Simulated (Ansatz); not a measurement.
Runs of Ansatz 0.2.0 on Ba. Symmetry: Im-3m, No. 229, cubic system. The conventional cell has a = 5.013 Å, b = 5.013 Å, c = 5.013 Å, α = 90.00°, β = 90.00°, γ = 90.00°. Around Ba (site symmetry m-3m) lie 8 Ba at 4.34 Å. 

| task | level | potentials or basis | spin | cell | k mesh | cutoff (eV) | smearing | other keys | mesh quality | gap on the mesh (eV) | pressure (GPa) |
| --- | --- | --- | --- | --- | --- | --- | --- | --- | --- | --- | --- |
| electrostatic potential | PBE | PseudoDojo standard (PBE files) | SOC, no magnetisation | as given | 8 × 8 × 8 | 770 | tetrahedron | hamiltonian.xc = pbe | not flagged | none | 0.1 |
| electrostatic potential | PBE+D3(BJ)-ATM | Ansatz PAW | SOC, no magnetisation | as given | 8 × 8 × 8 | 550 | fermi-dirac 0.1 eV | basis.ecutwfc = 550 eV | not flagged | none | (a) |
| single point | HISS+D4 | JTH PAW | off | cell strained at random at fixed volume | 5 × 5 × 5 | 660 | gaussian 0.01 eV | hamiltonian.pseudopotentials = kind paw, source jth | coarse | none | 0.3 |
| single point | PBE0+D3(BJ)-ATM | SSSP efficiency PAW | off | as given | 5 × 5 × 5 | 408 | fermi-dirac 0.05 eV | - | not flagged | none | -0.3 |

Question: Estimate the missing entries.

Answer: (a) -0.4.

Caveats: some runs use coarse meshes; pairwise dispersion overbinds metals, which lowers pressure and volume (some runs); the thresholds are loose for stress (some runs); with tetrahedron occupations forces and stress needn't match the slope of the energy (some runs); this barium file gives pressures and gaps apart from those of other sets (some runs); the dispersion damping was fitted for another functional or another form of the correction (some runs).

A k mesh can miss the band edges, and rows without SOC leave out spin-orbit coupling on Ba.

A gap of «none» marks a metal or a gap under the smearing width.
